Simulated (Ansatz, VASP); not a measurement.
# C: VASP beside Ansatz

```xyz
5
Lattice="3.4049 0.0000 0.0000 0.0000 3.4049 0.0000 0.0000 0.0000 3.1621" Properties=species:S:1:pos:R:3 pbc="T T T"
C     0.0000    0.9181    1.9585
C     0.9181    0.0000    1.2036
C     2.4868    0.0000    1.2036
C     0.0000    2.4868    1.9585
C     0.0000    0.0000    0.0000
```

Alike in both runs: task single point; functional PBE; k mesh 6 × 6 × 6; occupations gaussian, width 0.1 eV; no spin polarisation.

```csv
,VASP,Ansatz
version,VASP 6.6.1,Ansatz 0.2.0
potentials or method,"VASP PAW PBE potentials, release 64 (C)","scalar-relativistic, plane waves, PAW"
plane-wave cutoff (eV),520,420
valence electrons in the cell,20,20
```

Ansatz gave:

- gap on the k mesh at the Fermi level (eV): 3.10
- least direct gap on the mesh (eV): 3.10
- pressure (GPa): 20.0
- largest component of the traceless stress (GPa): 10.60
- rms of the force components (eV/Å): 2.242

Task: Which values does VASP return?

Result: gap on the k mesh at the Fermi level (eV): 3.09; least direct gap on the mesh (eV): 3.09; pressure (GPa): 20.8; largest component of the traceless stress (GPa): 10.83; rms of the force components (eV/Å): 2.299.

Atom by atom the forces differ by 0.057 eV/Å (rms over components). The functional is the same, so the differences come from potentials, cutoffs and numerics.

Caveats: so large a pressure means that the cell lies far from this level's equilibrium, or that cutoff or potentials fall short (VASP); forces of over 1 eV/Å show positions far from the minimum, so gaps and moduli don't describe the material at rest.
